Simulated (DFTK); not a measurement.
# TiO2 (P4_2/mnm) in DFTK: further runs

One crystal, TiO2, is run at these levels: PBEsol, PBE, BLYP; tasks: band structure, equation of state.

Everything below comes from runs of DFTK 0.8.2. Logs are shortened: lines on timing, memory, paths and dates and some standing lists are left out, and cuts for length are marked.

**Measured values to compare with.**

“Shallow Valence Band of Rutile GeO2 and P-type Doping”, 2020, arxiv:2011.08928 quotes, for a bulk crystal of TiO2 at 1.6 K: band gap 3.03 eV (direct).

The results are compared with them further down.

## 1. The crystal as given

Symmetry: P4_2/mnm, No. 136, tetragonal system. Conventional cell: a = 4.600 Å, b = 4.600 Å, c = 2.959 Å, α = 90.00°, β = 90.00°, γ = 90.00°. Ti (site symmetry mmm) is surrounded by 6 O at 1.95 to 1.98 Å. O (site symmetry m2m) is surrounded by 3 Ti at 1.95 to 1.98 Å.

The cell is a database's computed one.

## 2. Band structure, PBEsol

run.jl reads:

```julia
using DFTK
using PseudoPotentialData
using Unitful, UnitfulAtomic
using LinearAlgebra, Printf
include("save.jl")
disable_threading()

lines     = readlines("TiO2.xyz")
cell_ang  = reshape(parse.(Float64, split(match(r"Lattice=\"([^\"]+)\"", lines[2])[1])), 3, 3)
lattice   = austrip(1u"Å") * cell_ang
symbols   = [Symbol(split(l)[1]) for l in lines[3:end]]
positions = [round.(cell_ang \ parse.(Float64, split(l)[2:4]); digits=9) for l in lines[3:end]]
pseudopotentials = Dict(:O => "O.upf", :Ti => "Ti.upf")
elements = Dict(s => ElementPsp(s, pseudopotentials; rcut=10.0) for s in unique(symbols))
atoms    = [elements[s] for s in symbols]

build_model(lattice, positions; symmetries=true) =
    model_DFT(lattice, atoms, positions;
              functionals=PBEsol(),
              temperature=austrip(0.05u"eV"),
              smearing=Smearing.FermiDirac(),
              symmetries)
Ecut  = 30.0  # hartree
kgrid = [4, 4, 7]
tol   = 1e-6
to_GPa = ustrip(uconvert(u"GPa", 1u"hartree/bohr^3"))

model = build_model(lattice, positions)
basis = PlaneWaveBasis(model; Ecut, kgrid)
display(basis)
scfres = self_consistent_field(basis;
                               tol,
                               nbandsalg=AdaptiveBands(model; n_bands_converge=30))
display(scfres.energies)
@printf "Fermi level: %.6f eV\n" ustrip(auconvert(u"eV", something(scfres.εF, NaN)))
forces = compute_forces_cart(scfres)
println("Forces (eV/Å)")
for (s, f) in zip(symbols, forces)
    @printf "%-3s %12.6f %12.6f %12.6f\n" s ustrip.(auconvert.(u"eV/Å", f))...
end
stress = compute_stresses_cart(scfres)
println("Stress (GPa)")
display(round.(stress * to_GPa; digits=4))
println("Levels at the first k-point (eV): ", round.(ustrip.(auconvert.(u"eV", scfres.eigenvalues[1][1:scfres.n_bands_converge])); digits=4))
save_scf!(scfres; forces, stress)

points = Dict("G" => [0.0, 0.0, 0.0], "A" => [0.5, 0.5, 0.5], "M" => [0.5, 0.5, 0.0], "R" => [0.0, 0.5, 0.5], "X" => [0.0, 0.5, 0.0], "Z" => [0.0, 0.0, 0.5])
segments = [("G", "X", 4), ("X", "M", 4), ("M", "G", 6), ("G", "Z", 6), ("Z", "R", 4), ("R", "A", 4), ("A", "Z", 6), ("X", "R", 6), ("M", "A", 6)]
kcoords = vcat([[points[a] + t * (points[b] - points[a]) for t in range(0, 1, n)] for (a, b, n) in segments]...)
bands = compute_bands(scfres, ExplicitKpoints(kcoords); n_bands=32, tol=1e-5)
for (k, ε) in zip(bands.basis.kpoints, bands.eigenvalues)
    @printf "%d %8.4f %8.4f %8.4f " k.spin k.coordinate...
    println(join([@sprintf("%9.4f", e) for e in ustrip.(auconvert.(u"eV", ε .- scfres.εF))]))
end
results["band_energies"] = rows(bands.eigenvalues); results["band_kpoints"] = rows(kcoords)
```

TiO2.xyz reads:

```xyz
6
Lattice="4.5998373239 0.0000000000 0.0000000000 0.0000000000 4.5998373239 0.0000000000 0.0000000000 0.0000000000 2.9592135600" Properties=species:S:1:pos:R:3 pbc="T T T"
Ti     0.0000000000      0.0000000000      1.4796067800
Ti     2.2999186620      2.2999186620      0.0000000000
O      1.3998285662      1.3998285662      1.4796067800
O      0.9000900958      3.6997472281      0.0000000000
O      3.6997472281      0.9000900958      0.0000000000
O      3.2000087577      3.2000087577      1.4796067800
```

Potentials or basis: SPMS 1.0 (PBE).

Run with:

```console
$ julia --threads=1 run.jl  # save.jl only writes the numbers to a file and isn't shown; printed stress counts tension as positive; times include loading and compiling
```

Log:

```text
PlaneWaveBasis discretization:

    Ecut                 : 30.0 Ha
    fft_size             : (48, 48, 30), 69120 total points
    kgrid                : MonkhorstPack([4, 4, 7])
    num.   red. kpoints  : 112
    num. irred. kpoints  : 24

    Discretized Model(gga_x_pbe_sol+gga_c_pbe_sol, 3D):
        lattice (in Bohr)    : [8.69243   , 0         , 0         ]
                               [0         , 8.69243   , 0         ]
                               [0         , 0         , 5.5921    ]
        unit cell volume     : 422.53 Bohr³

        atoms                : O₄Ti₂
        atom potentials      : ElementPsp(:Ti, "Ti.upf")
                               ElementPsp(:Ti, "Ti.upf")
                               ElementPsp(:O, "O.upf")
                               ElementPsp(:O, "O.upf")
                               ElementPsp(:O, "O.upf")
                               ElementPsp(:O, "O.upf")

        num. electrons       : 48
        spin polarization    : none
        temperature          : 0.0018375 Ha
        smearing             : DFTK.Smearing.FermiDirac()

        terms                : Kinetic()
                               AtomicLocal()
                               AtomicNonlocal()
                               Ewald(nothing)
                               PspCorrection()
                               Hartree()
                               Xc(gga_x_pbe_sol, gga_c_pbe_sol)
                               Entropy()
n     Energy            log10(ΔE)   log10(Δρ)   Diag   Δtime
---   ---------------   ---------   ---------   ----   ------
  1   -182.6830971718                   -0.16    8.5    12.0s
  2   -182.7793360208       -1.02       -0.21    4.0    7.24s
  3   -183.3032508729       -0.28       -0.55    4.4    8.06s
  4   -183.4022494799       -1.00       -1.12    4.0    6.83s
  5   -183.4067143575       -2.35       -1.47    1.5    4.18s
  6   -183.4080145123       -2.89       -2.36    2.0    4.54s
  7   -183.4080418803       -4.56       -2.85    3.0    6.31s
  8   -183.4080437408       -5.73       -3.30    2.5    5.14s
  9   -183.4080439242       -6.74       -3.80    1.9    4.50s
 10   -183.4080439477       -7.63       -4.08    2.5    4.97s
 11   -183.4080439565       -8.06       -4.75    1.2    3.91s
 12   -183.4080439571       -9.21       -5.22    3.9    5.99s
 13   -183.4080439571      -10.38       -5.67    2.2    4.74s
 14   -183.4080439571      -11.17       -6.51    2.7    5.39s
Energy breakdown (in Ha):
    Kinetic             86.6035319
    AtomicLocal         -133.4734213
    AtomicNonlocal      -20.4572429
    Ewald               -132.0438136
    PspCorrection       7.9601200
    Hartree             41.2908265
    Xc                  -33.2880446
    Entropy             -0.0000000

    total               -183.408043957120
Fermi level: 5.582014 eV
Forces (eV/Å)
Ti     -0.000000     0.000000     0.000000
Ti     -0.000000     0.000000     0.000000
O       0.054768     0.054768     0.000000
O      -0.054768     0.054768     0.000000
O       0.054768    -0.054768    -0.000000
O      -0.054768    -0.054768    -0.000000
Stress (GPa)
3×3 StaticArraysCore.SMatrix{3, 3, Float64, 9} with indices SOneTo(3)×SOneTo(3):
 11.6793   0.0      0.0
  0.0     11.6793   0.0
  0.0     -0.0     13.34
Levels at the first k-point (eV): [-52.1068, -52.0894, -28.4573, -28.4573, -28.2888, -28.2888, -28.2475, -28.2128, -13.563, -12.3745, -11.6246, -11.6246, -1.2379, -0.7716, -0.3632, 0.7975, 0.7975, 2.0308, 2.0308, 2.6205, 3.9075, 4.1595, 4.1595, 4.6369, 6.5271, 6.7855, 7.0837, 7.1907, 7.1907, 9.1494]
1   0.0000   0.0000   0.0000  -57.6888 -57.6714 -34.0393 -34.0393 -33.8708 -33.8708 -33.8295 -33.7949 -19.1450 -17.9565 -17.2066 -17.2066  -6.8199  -6.3537  -5.9452  -4.7845  -4.7845  -3.5512  -3.5512  -2.9615  -1.6745  -1.4225  -1.4225  -0.9451   0.9451   1.2035   1.5017   1.6087   1.6087   3.5674   3.7331   5.7893
1   0.0000   0.1667   0.0000  -57.6876 -57.6725 -34.0301 -34.0293 -33.8819 -33.8810 -33.8272 -33.7972 -19.0458 -17.9609 -17.3056 -17.2451  -6.6374  -6.2439  -5.7633  -4.7734  -4.7644  -3.7228  -3.5967  -2.9484  -1.9200  -1.8517  -1.6417  -1.0513   1.0956   1.3968   1.7046   1.7199   1.7642   3.5803   3.7845   5.6923
1   0.0000   0.3333   0.0000  -57.6844 -57.6757 -34.0057 -34.0033 -33.9101 -33.9077 -33.8208 -33.8035 -18.7701 -18.0647 -17.4626 -17.3430  -6.2388  -6.0018  -5.1725  -4.7450  -4.7296  -4.0540  -3.8198  -2.9881  -2.8587  -2.2386  -1.8550  -1.3586   1.3871   1.6210   1.9694   2.0446   2.1569   3.1950   4.4110   5.4999
1   0.0000   0.5000   0.0000  -57.6800 -57.6800 -33.9834 -33.9834 -33.9311 -33.9311 -33.8121 -33.8121 -18.3912 -18.3912 -17.4492 -17.4492  -5.9390  -5.9390  -4.7208  -4.7208  -4.2409  -4.2409  -4.0519  -4.0519  -2.6157  -2.6157  -1.7056  -1.7056   1.6045   1.6045   2.1416   2.1416   2.6866   2.6866   5.2708   5.2708
1   0.0000   0.5000   0.0000  -57.6800 -57.6800 -33.9834 -33.9834 -33.9311 -33.9311 -33.8121 -33.8121 -18.3912 -18.3912 -17.4492 -17.4492  -5.9390  -5.9390  -4.7208  -4.7208  -4.2409  -4.2409  -4.0519  -4.0519  -2.6157  -2.6157  -1.7056  -1.7056   1.6045   1.6045   2.1416   2.1416   2.6866   2.6866   5.2708   5.2708
1   0.1667   0.5000   0.0000  -57.6800 -57.6800 -34.0099 -34.0099 -33.9048 -33.9048 -33.8121 -33.8121 -18.4116 -18.4116 -17.4207 -17.4207  -6.1240  -6.1240  -4.7575  -4.7575  -4.3568  -4.3568  -3.5269  -3.5269  -2.5345  -2.5345  -1.8948  -1.8948   1.4800   1.4800   2.0101   2.0101   2.7654   2.7654   5.1761   5.1761
[... 38 lines left out ...]
1   0.5000   0.5000   0.4000  -57.6425 -57.6425 -34.2306 -34.2306 -33.9218 -33.9218 -33.8632 -33.8632 -17.7766 -17.7766 -17.6290 -17.6290  -5.7646  -5.7646  -5.5927  -5.5927  -4.4726  -4.4726  -3.5393  -3.5393  -2.3612  -2.3612  -1.7483  -1.7483   1.8409   1.8409   2.2412   2.2412   2.2413   2.2413   5.1398   5.1398
1   0.5000   0.5000   0.5000  -57.6385 -57.6385 -34.2731 -34.2731 -33.8963 -33.8963 -33.8748 -33.8748 -17.8227 -17.8227 -17.5370 -17.5370  -5.7526  -5.7526  -5.6079  -5.6079  -4.5100  -4.5100  -3.7101  -3.7101  -2.2496  -2.2496  -1.6318  -1.6318   1.6958   1.6958   2.3039   2.3039   2.3466   2.3466   5.1013   5.1013
```

Run time: 2.9 min. Hardware: 1 thread of Intel Xeon Platinum 8488C (Sapphire Rapids), shared host; peak memory 2.1 GiB.

Results:

| Item | Value |
| --- | --- |
| Free energy | -4990.7871 eV |
| Largest force | 0.077 eV/Å |
| Band gap on the k mesh | 1.89 eV, direct |
| Band gap along the path | 1.89 eV, direct |

Forces on the atoms (eV/Å):
```
Ti   0.000  0.000  0.000
Ti   0.000  0.000  0.000
O    0.055  0.055  0.000
O   -0.055  0.055  0.000
O    0.055 -0.055  0.000
O   -0.055 -0.055  0.000
```

Levels at the corners of the path, in eV from the valence-band top:
```
point  band 20  band 21  band 22  band 23  band 24  band 25  band 26  band 27  band 28  band 29
    Γ    -2.02    -0.73    -0.48    -0.48     0.00     1.89     2.15     2.45     2.55     2.55
    X    -3.11    -1.67    -1.67    -0.76    -0.76     2.55     2.55     3.09     3.09     3.63
    M    -2.22    -1.33    -1.33    -1.11    -1.11     1.92     1.92     2.58     2.58     3.91
    Γ    -2.02    -0.73    -0.48    -0.48     0.00     1.89     2.15     2.45     2.55     2.55
    Z    -2.80    -2.42    -2.42    -1.45    -1.45     3.03     3.03     3.24     3.24     3.72
    R    -2.43    -2.07    -2.07    -1.06    -1.06     1.93     1.93     3.27     3.27     3.98
    A    -2.76    -1.30    -1.30    -0.69    -0.69     2.64     2.64     3.25     3.25     3.29
    Z    -2.80    -2.42    -2.42    -1.45    -1.45     3.03     3.03     3.24     3.24     3.72
    X    -3.11    -1.67    -1.67    -0.76    -0.76     2.55     2.55     3.09     3.09     3.63
    R    -2.43    -2.07    -2.07    -1.06    -1.06     1.93     1.93     3.27     3.27     3.98
    M    -2.22    -1.33    -1.33    -1.11    -1.11     1.92     1.92     2.58     2.58     3.91
    A    -2.76    -1.30    -1.30    -0.69    -0.69     2.64     2.64     3.25     3.25     3.29
```

Caveat: the cutoff is short for these potentials, so energies and forces aren't converged, fitted volumes are rough and the log's stress (off by 3 to 10 GPa or more in trials) isn't used; the potentials were made for another functional, which shifts forces and pressure.

## 3. Band structure, PBE

Edit run.jl of step 2 so:

```diff
@@ -7,7 +7,11 @@
 
-lines     = readlines("TiO2.xyz")
-cell_ang  = reshape(parse.(Float64, split(match(r"Lattice=\"([^\"]+)\"", lines[2])[1])), 3, 3)
-lattice   = austrip(1u"Å") * cell_ang
-symbols   = [Symbol(split(l)[1]) for l in lines[3:end]]
-positions = [round.(cell_ang \ parse.(Float64, split(l)[2:4]); digits=9) for l in lines[3:end]]
+lines = readlines("TiO2.cif")
+tag(name) = parse(Float64, split(only(filter(startswith(name), lines)))[2])
+a, b, c = tag.(["_cell_length_a", "_cell_length_b", "_cell_length_c"])
+α, β, γ = deg2rad.(tag.(["_cell_angle_alpha", "_cell_angle_beta", "_cell_angle_gamma"]))
+cx, cy  = cos(β), (cos(α) - cos(β) * cos(γ)) / sin(γ)
+lattice = austrip(1u"Å") * [a b*cos(γ) c*cx; 0 b*sin(γ) c*cy; 0 0 c*sqrt(1 - cx^2 - cy^2)]
+sites     = split.(lines[findlast(startswith("_atom_site_"), lines)+1:end])
+symbols   = [Symbol(s[2]) for s in sites]
+positions = [parse.(Float64, s[5:7]) for s in sites]
 pseudopotentials = Dict(:O => "O.upf", :Ti => "Ti.upf")
@@ -18,3 +22,3 @@
     model_DFT(lattice, atoms, positions;
-              functionals=PBEsol(),
+              functionals=PBE(),
               temperature=austrip(0.05u"eV"),
```

TiO2.cif reads:

```cif
data_TiO2
_cell_length_a 4.59983732
_cell_length_b 4.59983732
_cell_length_c 2.95921356
_cell_angle_alpha 90.00000000
_cell_angle_beta 90.00000000
_cell_angle_gamma 90.00000000
_space_group_name_H-M_alt 'P1'
_space_group_name_Hall 'P 1'
_space_group_IT_number 1
loop_
_space_group_symop_operation_xyz
'x,y,z'
loop_
_atom_site_label
_atom_site_type_symbol
_atom_site_symmetry_multiplicity
_atom_site_Wyckoff_symbol
_atom_site_fract_x
_atom_site_fract_y
_atom_site_fract_z
_atom_site_occupancy
Ti1 Ti 1 a 0.0000000000 0.0000000000 0.5000000000 1
Ti2 Ti 1 a 0.5000000000 0.5000000000 0.0000000000 1
O1 O 1 a 0.3043213200 0.3043213200 0.5000000000 1
O2 O 1 a 0.1956786800 0.8043213200 0.0000000000 1
O3 O 1 a 0.8043213200 0.1956786800 0.0000000000 1
O4 O 1 a 0.6956786800 0.6956786800 0.5000000000 1
```

Potentials or basis: SPMS 1.0 (PBE).

Run with:

```console
$ julia --threads=1 run.jl  # save.jl only writes the numbers to a file and isn't shown; printed stress counts tension as positive; times include loading and compiling
```

Wall time 3.2 min (1 thread of Intel Xeon Platinum 8488C (Sapphire Rapids), shared host); peak memory 2 GiB.

Results (log left out):

- Free energy: -5001.5386 eV
- Largest force: 0.017 eV/Å
- Band gap on the k mesh: 1.90 eV, direct
- Band gap along the path: 1.90 eV, direct

Forces on the atoms (eV/Å):
```
Ti   0.000  0.000  0.000
Ti   0.000  0.000  0.000
O    0.012  0.012  0.000
O   -0.012  0.012  0.000
O    0.012 -0.012  0.000
O   -0.012 -0.012  0.000
```

Levels at the corners of the path, in eV from the valence-band top:
```csv
point,band 21,band 22,band 23,band 24,band 25,band 26,band 27,band 28
Γ,-0.72,-0.47,-0.47,0.00,1.90,2.18,2.44,2.54
X,-1.65,-1.65,-0.74,-0.74,2.56,2.56,3.06,3.06
M,-1.32,-1.32,-1.09,-1.09,1.93,1.93,2.57,2.57
Γ,-0.72,-0.47,-0.47,0.00,1.90,2.18,2.44,2.54
Z,-2.36,-2.36,-1.43,-1.43,3.01,3.01,3.22,3.22
R,-2.04,-2.04,-1.04,-1.04,1.95,1.95,3.24,3.24
A,-1.28,-1.28,-0.68,-0.68,2.64,2.64,3.24,3.24
Z,-2.36,-2.36,-1.43,-1.43,3.01,3.01,3.22,3.22
X,-1.65,-1.65,-0.74,-0.74,2.56,2.56,3.06,3.06
R,-2.04,-2.04,-1.04,-1.04,1.95,1.95,3.24,3.24
M,-1.32,-1.32,-1.09,-1.09,1.93,1.93,2.57,2.57
A,-1.28,-1.28,-0.68,-0.68,2.64,2.64,3.24,3.24
```

Caveat: the cutoff is short for these potentials, so energies and forces aren't converged, fitted volumes are rough and the log's stress (off by 3 to 10 GPa or more in trials) isn't used.

(Part 1 of 2 ends here.)
